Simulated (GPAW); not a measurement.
# SiNi (P2_13) in GPAW: notebook

One crystal, SiNi, is run at these levels: optPBE-vdW, PBEsol+D3(BJ), LDA; tasks: equation of state.

Everything below comes from runs of GPAW 26.7.0. Logs are shortened: lines on timing, memory, paths and dates and some standing lists are left out, and cuts for length are marked. The log counts tension as positive stress, the text compression.

## Step 1: The structure

It takes space group P2_13 (No. 198, cubic). The conventional cell has a = 4.504 Å, b = 4.504 Å, c = 4.504 Å, α = 90.00°, β = 90.00°, γ = 90.00°. Ni (site symmetry 3) has 7 Si at 2.36 to 2.44 Å as nearest neighbours. Si (site symmetry 3) is surrounded by 7 Ni at 2.36 to 2.44 Å.

The cell is a database's computed one.

## Step 2: Equation of state, optPBE-vdW, collinear spin, ferromagnetic start

run.py reads:

```python
from ase.eos import EquationOfState
from ase.io import Trajectory, read
from ase.units import GPa
from gpaw import GPAW, PW

atoms = read('POSCAR')
atoms.set_initial_magnetic_moments([1.0, 1.0, 1.0, 1.0, 0.0, 0.0, 0.0, 0.0])

traj = Trajectory('eos.traj', 'w')
volumes, energies = [], []
for x in [0.94, 0.96, 0.98, 1.0, 1.02, 1.04, 1.06]:
    a = atoms.copy()
    a.set_cell(atoms.cell * x**(1 / 3), scale_atoms=True)
    calc = GPAW(mode=PW(600),
                xc={'name': 'optPBE-vdW', 'backend': 'libvdwxc'},
                kpts={'size': (4, 4, 4), 'gamma': True},
                occupations={'name': 'fermi-dirac', 'width': 0.05},
                nbands=68,
                convergence={'density': 1e-05, 'energy': 1e-05},
                maxiter=150,
                txt=f'eos-{x:.2f}.txt')
    a.calc = calc
    energies.append(a.get_potential_energy(force_consistent=True))
    volumes.append(a.get_volume())
    calc.write(f'eos-{x:.2f}.gpw')
    traj.write(a)
    print(f'{x:.2f} {volumes[-1]:10.4f} A^3 {energies[-1]:14.6f} eV', flush=True)

v0, e0, B = EquationOfState(volumes, energies, eos='birchmurnaghan').fit()
print(f'V0 = {v0:.4f} A^3, E0 = {e0:.6f} eV, B0 = {B / GPa:.2f} GPa')
```

POSCAR reads:

```
SiNi
1.0
    4.5036940000      0.0000000000      0.0000000000
    0.0000000000      4.5036940000      0.0000000000
    0.0000000000      0.0000000000      4.5036940000
Ni Si
4 4
Direct
    0.1495040000      0.1495040000      0.1495040000
    0.6495040000      0.3504960000      0.8504960000
    0.8504960000      0.6495040000      0.3504960000
    0.3504960000      0.8504960000      0.6495040000
    0.8468300000      0.8468300000      0.8468300000
    0.3468300000      0.6531700000      0.1531700000
    0.1531700000      0.3468300000      0.6531700000
    0.6531700000      0.1531700000      0.3468300000
```

Potentials or basis: GPAW PAW data sets (gpaw-data 1.2.1), pw.

Command:

```console
$ OMP_NUM_THREADS=1 python run.py
```

The program printed:

```text
__  _  _
 | _ |_)|_||  |
 |__||  | ||/\| - 26.7.0

Input parameters:
  mode=PW(ecut=600.0),
  convergence={'density': 1e-05, 'energy': 1e-05},
  kpts=MonkhorstPack(size=(4, 4, 4), gamma=True),
  maxiter=150,
  nbands=68,
  occupations=Occupations(name='fermi-dirac', width=0.05),
  xc=XC(name='optPBE-vdW', backend='libvdwxc')

Diagonalizing LCAO Hamiltonian
Converting LCAO to pw mode
    .----------.
   /|        Si|
  / |  Ni      |
 *  |    Ni    |
 |  Si      Ni |
 |  .--Si------.
 | /     Si   /
 |/Ni        /
 *----------*

Atoms  # Å, Bohr magnetons
|   | symbol |        x |        y |        z |    initial magnetic moments |
|---|--------|----------|----------|----------|-----------------------------|
| 0 |     Ni | 0.664220 | 0.664220 | 0.664220 | ( 0.0000,  0.0000,  1.0000) |
| 1 |     Ni | 2.885633 | 1.557193 | 3.778606 | ( 0.0000,  0.0000,  1.0000) |
| 2 |     Ni | 3.778606 | 2.885633 | 1.557193 | ( 0.0000,  0.0000,  1.0000) |
| 3 |     Ni | 1.557193 | 3.778606 | 2.885633 | ( 0.0000,  0.0000,  1.0000) |
| 4 |     Si | 3.762318 | 3.762318 | 3.762318 | ( 0.0000,  0.0000,  0.0000) |
| 5 |     Si | 1.540905 | 2.901921 | 0.680508 | ( 0.0000,  0.0000,  0.0000) |
| 6 |     Si | 0.680508 | 1.540905 | 2.901921 | ( 0.0000,  0.0000,  0.0000) |
| 7 |     Si | 2.901921 | 0.680508 | 1.540905 | ( 0.0000,  0.0000,  0.0000) |

Unit cell  # Å
| periodic |        x |        y |        z |  lengths |    angles |
|----------|----------|----------|----------|----------|-----------|
|      yes | 4.442826 | 0.000000 | 0.000000 | 4.442826 | 90.000000 |
|      yes | 0.000000 | 4.442826 | 0.000000 | 4.442826 | 90.000000 |
|      yes | 0.000000 | 0.000000 | 4.442826 | 4.442826 | 90.000000 |

Number of symmetries: 3
Symmetry operations  # r_c * U_cc + t_c -> r_c
|   | kind |            matrix            |
|---|------|------------------------------|
| 0 |  E   |  1, 0, 0,  0, 1, 0,  0, 0, 1 |
| 1 |  C3  |  0, 1, 0,  0, 0, 1,  1, 0, 0 |
| 2 |  C3  |  0, 0, 1,  1, 0, 0,  0, 1, 0 |

BZ-sampling:
  Number of BZ points: 64
  Number of IBZ points: 14

  Monkhorst-Pack size: [4, 4, 4]
  Monkhorst-Pack shift: [0.125, 0.125, 0.125]

K-points  # in reciprocal-cell coordinates
|     |                                coordinates |     weight |
|-----|--------------------------------------------|------------|
|   0 | (  0.00000000,   0.00000000,   0.00000000) | 0.01562500 |
|   1 | (  0.25000000,   0.00000000,  -0.25000000) | 0.09375000 |
|   2 | (  0.25000000,   0.00000000,   0.00000000) | 0.09375000 |
|   3 | (  0.25000000,   0.25000000,  -0.25000000) | 0.09375000 |
|   4 | (  0.25000000,   0.25000000,   0.00000000) | 0.09375000 |
|   5 | (  0.25000000,   0.25000000,   0.25000000) | 0.03125000 |
|   6 | (  0.50000000,   0.00000000,   0.00000000) | 0.04687500 |
|   7 | (  0.50000000,   0.00000000,   0.25000000) | 0.09375000 |
|   8 | (  0.50000000,   0.25000000,  -0.25000000) | 0.09375000 |
|   9 | (  0.50000000,   0.25000000,   0.00000000) | 0.09375000 |
| ... |                                            |            |
|  13 | (  0.50000000,   0.50000000,   0.50000000) | 0.01562500 |

Plane wave coefficients: 2968
Cutoff: 600.0 eV

Spin-components: 2 (collinear spins)
Bands:           68
Projectors:      44
Spin-degeneracy: 1
Datatype:        complex128

Parallelization:
  kpt:    1
  domain: 1
  band:   1

Density:
  Valence electrons: 80.0
  Components: 2
  Grid points: [27 27 27]
  Charge: 0.0  # |e|

Potential:
  Grid points: [27 27 27]

species:
  Ni:
    name:    Nickel
    Z:       28.0
    valence: 16
    core:    12
    charge:  0.0  # [|e|]
    compensation charges:
      type: gauss
      rc: 0.36  # [Å]
      lmax: 2
    cutoffs:
      filter: 2.14  # [Å]
      core: 1.98  # [Å]
    projectors
    | kind |    occ | energy [eV] | rcut [Å] |
    |------|--------|-------------|----------|
    |   4s |  2.000 |      -5.642 |    1.164 |
    |   3p |  6.000 |     -71.394 |    1.207 |
    |   4p |  0.000 |      -1.226 |    1.207 |
    |   3d |  8.000 |      -8.875 |    1.138 |
    |    s |        |      21.570 |    1.164 |
    |    d |        |      18.337 |    1.138 |

    Using partial waves for Ni as LCAO basis

  Si:
    name:    Silicon
    Z:       14.0
    valence: 4
    core:    10
    charge:  0.0  # [|e|]
    compensation charges:
      type: gauss
      rc: 0.33  # [Å]
      lmax: 2
    cutoffs:
      filter: 1.86  # [Å]
      core: 2.06  # [Å]
    projectors
    | kind |    occ | energy [eV] | rcut [Å] |
    |------|--------|-------------|----------|
    |   3s |  2.000 |     -10.812 |    1.058 |
    |   3p |  2.000 |      -4.081 |    1.058 |
    |    s |        |      16.399 |    1.058 |
    |    p |        |      23.130 |    1.058 |
    |    d |        |       0.000 |    1.058 |

    Using partial waves for Si as LCAO basis

Reference energy: -197017.370790  # eV

eigensolver:
  PPCG
  Converge bands: occupied
  niter=2

density mixing:
  MSR1-Mixer
  Pratt-step length: 0.05
  Maximum mixing coefficient: 0.75
  Old densities: 10
  SVD Regularization: 0.005
  Good broyden scale: 1.0
  Trust region scale: 1.0
  Backstep threshold: 4.0
  History deletion threshold: 6.0
  Fourier metric: weight=20.0, sigma=0.015

occupation numbers:
  Fermi-Dirac:
    width: 0.0500  # eV

poisson solver:
  ecut: 4800.0  # eV

xc functional:
  name: vdW-optPBE with libvdwxc
  Mode: serial
  Semilocal: GGA_X_OPTPBE_VDW+LDA_C_PW with 2 nearest neighbor stencil
  Corresponding non-local functional: vdW-DF
  Local blocksize: 54 x 54 x 54
  PAW datasets: PBE

convergence criteria:
- Maximum integral of absolute [dens]ity change: 1e-05 electrons / valence electron
- Maximum [total energy] change in last 3 cyles: 1e-05 eV / valence electron
- Maximum integral of absolute [eigenst]ate change: 4e-08 eV^2 / valence electron
maximum number of iterations: 150

SCF iterations
|iter     | |      energy | eigst |  dens |  magmom |
|---------|-|-------------|-------|-------|---------|
|iter:   1| | -140.315550 | +0.78 |       |  +4.0053|
|iter:   2| | -139.669359 | -0.70 | -0.96 |  +3.8380|
|iter:   3| | -139.236381 | -1.73 | -1.08 |  +3.1383|
|iter:   4| | -139.486503 | -2.01 | -1.26 |  +2.0363|
|iter:   5| | -139.728519 | -2.36 | -1.55 |  +0.7216|
|iter:   6| | -139.868125 | -2.58 | -1.95 |  +0.1651|
|iter:   7| | -139.748566 | -2.82 | -1.90 |  +0.1100|
|iter:   8| | -139.749735 | -3.79 | -2.22 |  +0.0065|
|iter:   9| | -139.750928 | -4.35 | -2.63 |  +0.0106|
|iter:  10| | -139.750907 | -5.26 | -3.12 |  +0.0032|
|iter:  11| | -139.750906c| -6.38 | -3.72 |  +0.0026|
|iter:  12| | -139.750907c| -7.08 | -4.02 |  +0.0018|
|iter:  13| | -139.750907c| -7.65c| -4.51 |  +0.0008|
|iter:  14| | -139.750907c| -7.91c| -5.00 |  +0.0002|
|iter:  15| | -139.750907c| -8.48c| -5.55c|  +0.0001|

Converged in 15 steps
Energy contributions relative to reference atoms: (reference = -197017.370790)

Energy contributions:
  Kinetic:         103.226060
  Coulomb:         -76.960717
  Zero:              0.111914
  External:          0.000000
  Xc:             -166.111297
  Entropy:          -0.033734
  Spinorbit:         0.000000
  ----------------------------
  Free energy:    -139.767774
  Extrapolated:   -139.750907

dipole moment: (-0.000008, -0.000008, -0.000008)  # |e|*Ang

Total magnetic moment: (0.000000, 0.000000, 0.000087)

Local magnetic moments
|        x |        y |         z |
|----------|----------|-----------|
| 0.000000 | 0.000000 | -0.000000 |  # Ni   0
| 0.000000 | 0.000000 |  0.000004 |  # Ni   1
| 0.000000 | 0.000000 |  0.000004 |  # Ni   2
| 0.000000 | 0.000000 |  0.000004 |  # Ni   3
| 0.000000 | 0.000000 |  0.000011 |  # Si   4
| 0.000000 | 0.000000 |  0.000012 |  # Si   5
| 0.000000 | 0.000000 |  0.000012 |  # Si   6
| 0.000000 | 0.000000 |  0.000012 |  # Si   7

Fermi level: 11.839
Eigenvalues  # (at kpt = [0.000, 0.000, 0.000])
| band index |      eig [eV] | occ [0-1] |      eig [eV] | occ [0-1] |
|------------|---------------|-----------|---------------|-----------|
|          0 |       -53.108 |     1.000 |       -53.108 |     1.000 |
|        ... |               |           |               |           |
|         31 |         9.256 |     1.000 |         9.256 |     1.000 |
|         32 |         9.256 |     1.000 |         9.256 |     1.000 |
|         33 |         9.256 |     1.000 |         9.256 |     1.000 |
|         34 |         9.342 |     1.000 |         9.342 |     1.000 |
|         35 |         9.342 |     1.000 |         9.342 |     1.000 |
|         36 |        10.037 |     1.000 |        10.037 |     1.000 |
[... 8 lines left out ...]
|         45 |        13.838 |     0.000 |        13.838 |     0.000 |
|         46 |        13.838 |     0.000 |        13.838 |     0.000 |
|        ... |               |           |               |           |
|         67 |        30.248 |     0.000 |        30.243 |     0.000 |

No gap
No difference between direct/indirect transitions
# Writing to eos-0.96.gpw (mode='')
```

It took 11 min on 1 thread of Intel Xeon 6985P-C at 2.30GHz (Granite Rapids), shared host; peak memory 0.79 GiB.

Results:

- Equilibrium volume: 12.15 Å³/atom (rough: see the caveat)
- Bulk modulus at fixed shape and positions: 151 GPa (rough)

Energy against volume, from the lowest point:
```
volume (Å³/atom)  energy (meV/atom)
          10.734             100.16
          10.962              67.53
          11.190              42.31
          11.419              23.59
          11.647              10.70
          11.875               3.02
          12.104               0.00
```

Caveat: the k mesh is coarse; the minimum lies outside the volumes run; the cell was scaled at fixed shape and fractional positions, which overstates the stiffness of a crystal with free parameters, most of all of layers and chains; the PAW data sets were made with another functional, which shifts forces and pressure a little.

(Continued in part 2 of 2.)
